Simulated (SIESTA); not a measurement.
MnO2:

```
Mn O
1.0
     2.85658    0.00000    0.00000
    -1.42829    2.47387    0.00000
     0.00000    0.00000    4.60137
Mn O
1 2
Direct
  0.00000 0.00000 0.50000
  0.33333 0.66667 0.70629
  0.66667 0.33333 0.29371
```

Measurements of this composition are mostly on another form, of space group No. 136.

Base run:

| Item | Value |
| --- | --- |
| Program | SIESTA 5.4.2 |
| Functional | PBEsol |
| Potentials or basis | PseudoDojo 0.4 standard (PBEsol files) |
| Basis | DZP (energy shift 0.003 Ry; two zetas on semicore shells) |
| Grid cutoff | 800 Ry |
| Energy shift | 0.003 Ry |
| k mesh | 11 × 11 × 6 |
| Occupations | fermi-dirac, width 0.05 eV |
| Spin | collinear spin, ferromagnetic start |
| Starting moments | [4.0, 0.0, 0.0] μB |

Its results: band gap on the k mesh 0.69 eV, indirect (least direct gap 0.75 eV); pressure 0.5 GPa; net moment 3.00 μB per cell; site moments Mn +2.92; O +0.04 μB; largest force 0.253 eV/Å.

The run is repeated on the same cell with these changes: functional from PBEsol to LDA; potentials or basis from PseudoDojo 0.4 standard (PBEsol files) to PseudoDojo 0.4 standard (LDA files). What comes out?

Band gap on the k mesh 0.38 eV, indirect (least direct gap 0.42 eV); pressure -5.9 GPa; net moment 3.00 μB per cell; site moments Mn +2.88; O +0.06 μB; largest force 0.114 eV/Å.

Caveats: short orbitals over semicore shells can move pressures by several GPa; the basis of atomic orbitals isn't converged, which shifts pressures, moduli and gaps; a cell with one magnetic atom can't hold antiferromagnetic order, which such compounds often take.
